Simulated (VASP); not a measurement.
Input of a VASP 6.6.1 run:

File INCAR:

```
SYSTEM = CaS
PREC     = Accurate       ! precision mode
ENCUT    = 520            ! plane-wave cutoff, eV
EDIFF    = 1E-6           ! SCF threshold, eV
ISMEAR   = 0              ! smearing method
SIGMA    = 0.1            ! smearing width, eV
LREAL    = .False.        ! projectors in reciprocal space
LASPH    = .True.         ! aspherical terms in the spheres
NELM     = 100            ! most SCF steps
ALGO     = Normal         ! electronic algorithm
ISIF     = 2              ! what is computed and relaxed
LWAVE    = .False.        ! write WAVECAR
LCHARG   = .False.        ! write CHGCAR
GGA      = PE             ! functional
NBANDS   = 15             ! bands
```

File KPOINTS:

```
Automatic mesh
0
Gamma
  6 6 6
  0 0 0
```

The input POSCAR:

```
CaS
1.0
    0.0000000000      2.8523740000      2.8523740000
    2.8523740000      0.0000000000      2.8523740000
    2.8523740000      2.8523740000      0.0000000000
Ca S
1 1
Direct
    0.0000000000      0.0000000000      0.0000000000
    0.5000000000      0.5000000000      0.5000000000
```

Potentials or basis: VASP PAW PBE potentials, release 64 (Ca_sv, S).

Run with:

```sh
$ cat potpaw_PBE.64/Ca_sv/POTCAR potpaw_PBE.64/S/POTCAR > POTCAR
$ mpirun -np 1 vasp_std > vasp.out
```

Task: Predict the band gap on the k mesh.

Result: 2.37 eV, indirect (least direct gap 3.17 eV).

Task: Estimate the pressure.

Result: 0.4 GPa.

A k mesh can miss the band edges. Expect the measured gap to be larger: semilocal functionals such as PBE lack the derivative discontinuity.
